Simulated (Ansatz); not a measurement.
**Where Pb_Si puts its levels in the gap of Si3N4 (P6_3/m)**

Aim: at which Fermi levels does Pb_Si in Si3N4 (P6_3/m) change its charge? The model is a cell of 126 host atoms with 1 Si taken out and 1 Pb put in.

Method: place-levels on PBEsol runs: charge-transition levels and formation energies with image-charge correction and potential alignment at the atomic sites; PAW set soft_1, in Ansatz 0.2.0.

## (1) The structure

The cell holds 126 atoms: 53 Si, 72 N and 1 Pb. Its edges and angles: a = 13.206 Å, b = 13.206 Å, c = 8.731 Å, α = 90.0°, β = 90.0°, γ = 120.0°. It derives from Si3N4 (space group P6_3/m). Nearest the centre at fractional (0.353, 0.473, 0.583): Pb44 at 0.00 Å, N62 at 1.73 Å, N113 at 1.74 Å, N71 at 1.74 Å, N67 at 1.74 Å, Si86 at 2.91 Å, Si2 at 2.91 Å, Si56 at 3.00 Å.

Known beforehand: the electronic dielectric constant, (4.29, 4.29, 4.37), and the static one, (8.29, 8.29, 8.25), from a response run on this crystal (DFPT, PBEsol) at that run's own cell.

The cell's shortest repeat is 8.7 Å.

## (2) What was run first

Levels follow from differences of total energies between charge states, each relaxed by itself.

Each atom starts 0.05 Å or so off its site in a random direction: a symmetric start keeps its symmetry, and would miss off-centre moves and Jahn–Teller distortions. Forces are taken at one point at (¼, ¼, ¼). The cell holds 2 electrons more than the neutral one, with a uniform background that keeps it neutral on the whole.

The sampling was tested on the host first: at the k-points planned (1x1x1 shifted 0.25 0.25 0.25) its energy lies 0.000 eV an atom from the dense-mesh value, under the bound of 0.02 eV set for this test; that bounds the host's error, not the defect's.

One of the inputs; charge, spin and start change from state to state.

Contents of qm2.relax/input.yaml:

```yaml
crystal:
  lattice:
    - [11.43668588, 6.60297367, 0.0]
    - [-11.43668588, 6.60297367, 0.0]
    - [0.0, 0.0, 8.73076733]
  atoms:
    - { symbol: Si, position: [0.01950046, 0.80655545, 0.25] }
    - { symbol: Si, position: [0.3528338, 0.47322211, 0.25] }
    - { symbol: Si, position: [0.68616713, 0.13988878, 0.25] }
    - { symbol: Si, position: [0.21294502, 0.01950046, 0.08333333] }
    - { symbol: Si, position: [0.54627835, 0.68616713, 0.08333333] }
    - { symbol: Si, position: [0.87961168, 0.3528338, 0.08333333] }
    - { symbol: Si, position: [0.13988878, 0.45372165, 0.08333333] }
    - { symbol: Si, position: [0.47322211, 0.12038832, 0.08333333] }
    - { symbol: Si, position: [0.80655545, 0.78705498, 0.08333333] }
    - { symbol: Si, position: [0.19344455, 0.21294502, 0.25] }
    - { symbol: Si, position: [0.52677789, 0.87961168, 0.25] }
    - { symbol: Si, position: [0.86011122, 0.54627835, 0.25] }
    - { symbol: Si, position: [0.12038832, 0.6471662, 0.25] }
    - { symbol: Si, position: [0.45372165, 0.31383287, 0.25] }
    - { symbol: Si, position: [0.78705498, 0.98049954, 0.25] }
    - { symbol: Si, position: [0.31383287, 0.86011122, 0.08333333] }
    - { symbol: Si, position: [0.6471662, 0.52677789, 0.08333333] }
    - { symbol: Si, position: [0.98049954, 0.19344455, 0.08333333] }
    - { symbol: "N", position: [0.0, 0.66666667, 0.25] }
    - { symbol: "N", position: [0.33333333, 0.33333333, 0.25] }
    - { symbol: "N", position: [0.66666667, 0.0, 0.25] }
    - { symbol: "N", position: [0.0, 0.33333333, 0.08333333] }
    - { symbol: "N", position: [0.33333333, 0.0, 0.08333333] }
    - { symbol: "N", position: [0.66666667, 0.66666667, 0.08333333] }
    - { symbol: "N", position: [0.21345843, 0.45653274, 0.25] }
    - { symbol: "N", position: [0.54679176, 0.12319941, 0.25] }
    - { symbol: "N", position: [0.8801251, 0.78986608, 0.25] }
    - { symbol: "N", position: [0.09025902, 0.8801251, 0.08333333] }
    - { symbol: "N", position: [0.42359235, 0.54679176, 0.08333333] }
    - { symbol: "N", position: [0.75692569, 0.21345843, 0.08333333] }
    - { symbol: "N", position: [0.12319941, 0.57640765, 0.08333333] }
    - { symbol: "N", position: [0.45653274, 0.24307431, 0.08333333] }
    - { symbol: "N", position: [0.78986608, 0.90974098, 0.08333333] }
    - { symbol: "N", position: [0.21013392, 0.09025902, 0.25] }
    - { symbol: "N", position: [0.54346726, 0.75692569, 0.25] }
    - { symbol: "N", position: [0.87680059, 0.42359235, 0.25] }
    - { symbol: "N", position: [0.1198749, 0.21013392, 0.08333333] }
    - { symbol: "N", position: [0.45320824, 0.87680059, 0.08333333] }
    - { symbol: "N", position: [0.78654157, 0.54346726, 0.08333333] }
    - { symbol: "N", position: [0.24307431, 0.78654157, 0.25] }
    - { symbol: "N", position: [0.57640765, 0.45320824, 0.25] }
    - { symbol: "N", position: [0.90974098, 0.1198749, 0.25] }
    - { symbol: Si, position: [0.01950046, 0.80655545, 0.58333333] }
    - { symbol: Pb, position: [0.3528338, 0.47322211, 0.58333333] }
    - { symbol: Si, position: [0.68616713, 0.13988878, 0.58333333] }
    - { symbol: Si, position: [0.21294502, 0.01950046, 0.41666667] }
    - { symbol: Si, position: [0.54627835, 0.68616713, 0.41666667] }
    - { symbol: Si, position: [0.87961168, 0.3528338, 0.41666667] }
    - { symbol: Si, position: [0.13988878, 0.45372165, 0.41666667] }
    - { symbol: Si, position: [0.47322211, 0.12038832, 0.41666667] }
    - { symbol: Si, position: [0.80655545, 0.78705498, 0.41666667] }
    - { symbol: Si, position: [0.19344455, 0.21294502, 0.58333333] }
    - { symbol: Si, position: [0.52677789, 0.87961168, 0.58333333] }
    - { symbol: Si, position: [0.86011122, 0.54627835, 0.58333333] }
    - { symbol: Si, position: [0.12038832, 0.6471662, 0.58333333] }
    - { symbol: Si, position: [0.45372165, 0.31383287, 0.58333333] }
    - { symbol: Si, position: [0.78705498, 0.98049954, 0.58333333] }
    - { symbol: Si, position: [0.31383287, 0.86011122, 0.41666667] }
    - { symbol: Si, position: [0.6471662, 0.52677789, 0.41666667] }
    - { symbol: Si, position: [0.98049954, 0.19344455, 0.41666667] }
    - { symbol: "N", position: [0.0, 0.66666667, 0.58333333] }
    - { symbol: "N", position: [0.33333333, 0.33333333, 0.58333333] }
    - { symbol: "N", position: [0.66666667, 0.0, 0.58333333] }
    - { symbol: "N", position: [0.0, 0.33333333, 0.41666667] }
    - { symbol: "N", position: [0.33333333, 0.0, 0.41666667] }
    - { symbol: "N", position: [0.66666667, 0.66666667, 0.41666667] }
    - { symbol: "N", position: [0.21345843, 0.45653274, 0.58333333] }
    - { symbol: "N", position: [0.54679176, 0.12319941, 0.58333333] }
    - { symbol: "N", position: [0.8801251, 0.78986608, 0.58333333] }
    - { symbol: "N", position: [0.09025902, 0.8801251, 0.41666667] }
    - { symbol: "N", position: [0.42359235, 0.54679176, 0.41666667] }
    - { symbol: "N", position: [0.75692569, 0.21345843, 0.41666667] }
    - { symbol: "N", position: [0.12319941, 0.57640765, 0.41666667] }
    - { symbol: "N", position: [0.45653274, 0.24307431, 0.41666667] }
    - { symbol: "N", position: [0.78986608, 0.90974098, 0.41666667] }
    - { symbol: "N", position: [0.21013392, 0.09025902, 0.58333333] }
    - { symbol: "N", position: [0.54346726, 0.75692569, 0.58333333] }
    - { symbol: "N", position: [0.87680059, 0.42359235, 0.58333333] }
    - { symbol: "N", position: [0.1198749, 0.21013392, 0.41666667] }
    - { symbol: "N", position: [0.45320824, 0.87680059, 0.41666667] }
    - { symbol: "N", position: [0.78654157, 0.54346726, 0.41666667] }
    - { symbol: "N", position: [0.24307431, 0.78654157, 0.58333333] }
    - { symbol: "N", position: [0.57640765, 0.45320824, 0.58333333] }
    - { symbol: "N", position: [0.90974098, 0.1198749, 0.58333333] }
    - { symbol: Si, position: [0.01950046, 0.80655545, 0.91666667] }
    - { symbol: Si, position: [0.3528338, 0.47322211, 0.91666667] }
    - { symbol: Si, position: [0.68616713, 0.13988878, 0.91666667] }
    - { symbol: Si, position: [0.21294502, 0.01950046, 0.75] }
    - { symbol: Si, position: [0.54627835, 0.68616713, 0.75] }
    - { symbol: Si, position: [0.87961168, 0.3528338, 0.75] }
    - { symbol: Si, position: [0.13988878, 0.45372165, 0.75] }
    - { symbol: Si, position: [0.47322211, 0.12038832, 0.75] }
    - { symbol: Si, position: [0.80655545, 0.78705498, 0.75] }
    - { symbol: Si, position: [0.19344455, 0.21294502, 0.91666667] }
    - { symbol: Si, position: [0.52677789, 0.87961168, 0.91666667] }
    - { symbol: Si, position: [0.86011122, 0.54627835, 0.91666667] }
    - { symbol: Si, position: [0.12038832, 0.6471662, 0.91666667] }
    - { symbol: Si, position: [0.45372165, 0.31383287, 0.91666667] }
    - { symbol: Si, position: [0.78705498, 0.98049954, 0.91666667] }
    - { symbol: Si, position: [0.31383287, 0.86011122, 0.75] }
    - { symbol: Si, position: [0.6471662, 0.52677789, 0.75] }
    - { symbol: Si, position: [0.98049954, 0.19344455, 0.75] }
    - { symbol: "N", position: [0.0, 0.66666667, 0.91666667] }
    - { symbol: "N", position: [0.33333333, 0.33333333, 0.91666667] }
    - { symbol: "N", position: [0.66666667, 0.0, 0.91666667] }
    - { symbol: "N", position: [0.0, 0.33333333, 0.75] }
    - { symbol: "N", position: [0.33333333, 0.0, 0.75] }
    - { symbol: "N", position: [0.66666667, 0.66666667, 0.75] }
    - { symbol: "N", position: [0.21345843, 0.45653274, 0.91666667] }
    - { symbol: "N", position: [0.54679176, 0.12319941, 0.91666667] }
    - { symbol: "N", position: [0.8801251, 0.78986608, 0.91666667] }
    - { symbol: "N", position: [0.09025902, 0.8801251, 0.75] }
    - { symbol: "N", position: [0.42359235, 0.54679176, 0.75] }
    - { symbol: "N", position: [0.75692569, 0.21345843, 0.75] }
    - { symbol: "N", position: [0.12319941, 0.57640765, 0.75] }
    - { symbol: "N", position: [0.45653274, 0.24307431, 0.75] }
    - { symbol: "N", position: [0.78986608, 0.90974098, 0.75] }
    - { symbol: "N", position: [0.21013392, 0.09025902, 0.91666667] }
    - { symbol: "N", position: [0.54346726, 0.75692569, 0.91666667] }
    - { symbol: "N", position: [0.87680059, 0.42359235, 0.91666667] }
    - { symbol: "N", position: [0.1198749, 0.21013392, 0.75] }
    - { symbol: "N", position: [0.45320824, 0.87680059, 0.75] }
    - { symbol: "N", position: [0.78654157, 0.54346726, 0.75] }
    - { symbol: "N", position: [0.24307431, 0.78654157, 0.91666667] }
    - { symbol: "N", position: [0.57640765, 0.45320824, 0.91666667] }
    - { symbol: "N", position: [0.90974098, 0.1198749, 0.91666667] }
  host:
    repeats: [1, 1, 3]
    atoms:
      - { symbol: Si, position: [0.01950046, 0.80655545, 0.75] }
      - { symbol: Si, position: [0.3528338, 0.47322211, 0.75] }
      # ... 40 more atoms of the perfect host
total_charge: -2
basis:
  ecutwfc: 420
  xc_grid: 2
hamiltonian:
  xc: pbesol
  pseudopotentials: { kind: paw, azcp: { folder: soft_1 }, xc_functional: pbe }
kpoints:
  mp_grid: { grid: [1, 1, 1], shift: [0.25, 0.25, 0.25] }
scf:
  occupations: { method: fixed }
  max_iter: 100
output:
  forces: true
  charged_corrections:
    epsilon: [4.29, 4.29, 4.37]
    static_epsilon: [8.29, 8.29, 8.25]
    defect_position: [0.352834, 0.473222, 0.583333]
relax:
  f_tol: 0.02
  max_steps: 80
  random_displacement: { amplitude: 0.05, seed: 5514 }
checkpoint:
  write: "../qm2.relax.run"
  compress: false
  write_wavefunctions: true
  write_every: 100000
```

The run is started by

```bash
> ansatz run input.yaml --threads 4 --pin off --max-ram 15073MiB --backend cpu --events-out ev --progress --plain --runs-dir out
```

Defect states can disperse in a cell of this size, so the energy is taken again at a 2×2×2 shifted mesh, on the relaxed structure.

The run of this state that the levels use, under PBEsol:

Contents of qm2.point/input.yaml:

```yaml
crystal:
  checkpoint: "../qm2.relax.run"
  host: checkpoint
total_charge: -2
basis:
  ecutwfc: 420
  xc_grid: 2
hamiltonian:
  xc: pbesol
  pseudopotentials: { kind: paw, azcp: { folder: soft_1 }, xc_functional: pbe }
kpoints:
  mp_grid: { grid: [2, 2, 2], shift: [0.5, 0.5, 0.5] }
scf:
  occupations: { method: fermi_dirac, width: 0.01 }
  max_iter: 100
output:
  forces: true
  eigenvalues: true
  charged_corrections:
    epsilon: [4.29, 4.29, 4.37]
    static_epsilon: [8.29, 8.29, 8.25]
    defect_position: [0.352834, 0.473222, 0.583333]
  eigenstates: { localisation: true }
  populations: true
  band_densities: [{ bands: [v1, v1] }, { bands: [c1, c1] }]
  write_density: true
  write_potential: true
  volumetric_format: npy
checkpoint:
  read: "../qm2.relax.run"
  write: "../qm2.point.run"
  compress: false
  write_wavefunctions: false
  write_every: 100000
```

Relaxations under PBEsol at one point at (¼, ¼, ¼); times on 4 threads of Intel Xeon Platinum 8559C (Emerald Rapids), shared host:

| charge | moment (μB) | occupations | outcome | steps | largest displacement against the far atoms (Å) | time |
| --- | --- | --- | --- | --- | --- | --- |
| −2 | 0 | fixed | converged | 19 | 1.95 | 5.6 min |
| −1 | 1 | fixed | converged | 9 | 0.43 | 5.8 min |
| 0 | 0 | fixed | converged | 6 | 0.34 | 2.2 min |
| 0 | 2 | fixed | converged | 8 | 0.43 | 6.7 min |
| +1 | 1 | fixed | converged | 6 | 0.33 | 5.2 min |
| +1 | 3 | fixed | converged | 9 | 0.44 | 8 min |

Single points under PBEsol at a 2×2×2 shifted mesh; times on 4 threads of Intel Xeon Platinum 8559C (Emerald Rapids), shared host:

| charge | moment (μB) | occupations | outcome | time |
| --- | --- | --- | --- | --- |
| −2 | 0 | fermi-dirac | converged | 2 min |
| −1 | 1 | fermi-dirac | converged | 5.1 min |
| 0 | 0 | fermi-dirac | converged | 2.3 min |
| 0 | 2 | fermi-dirac | converged | 7.2 min |
| +1 | 1 | fermi-dirac | converged | 5.5 min |
| +1 | 3 | fermi-dirac | converged | 5.8 min |

Distances (Å) from Pb44 to the nearest atoms after relaxation with PBEsol:

| charge | moment (μB) | 1. | 2. | 3. | 4. | 5. | 6. |
| --- | --- | --- | --- | --- | --- | --- | --- |
| −2 | 0 | N 2.24 | N 2.29 | N 2.29 | N 2.61 | Si 2.93 | Si 2.93 |
| −1 | 1 | N 2.12 | N 2.12 | N 2.14 | N 2.14 | Si 2.95 | Si 2.95 |
| 0 | 0 | N 2.03 | N 2.03 | N 2.04 | N 2.06 | N 2.93 | Si 2.97 |
| 0 | 2 | N 2.12 | N 2.12 | N 2.15 | N 2.16 | Si 2.95 | Si 2.96 |
| +1 | 1 | N 2.03 | N 2.03 | N 2.05 | N 2.07 | N 2.94 | Si 2.97 |
| +1 | 3 | N 2.11 | N 2.12 | N 2.16 | N 2.17 | Si 2.95 | Si 2.95 |

(Continued in part 2 of 2.)

[Logs are printed without paths, hosts, clocks, repeated set-up lines and the standing remarks that a program may print on its own settings, such as how far it seeks lower states.]

[Hosts, paths, dates, database ids (printed as entryN), source tags and the programs' standing remarks are cut or masked in the printed files.]

[Where a table of states has a column of steps, it counts the stored structures, which are thinned; the runs took as many ionic steps or more.]

[A defect's name tells the site on which it was built; relaxed atoms can leave that site.]

[For some hosts the program warned that the k-mesh of the response run may be too coarse for force constants and the static dielectric constant; such warnings are not shown here.]
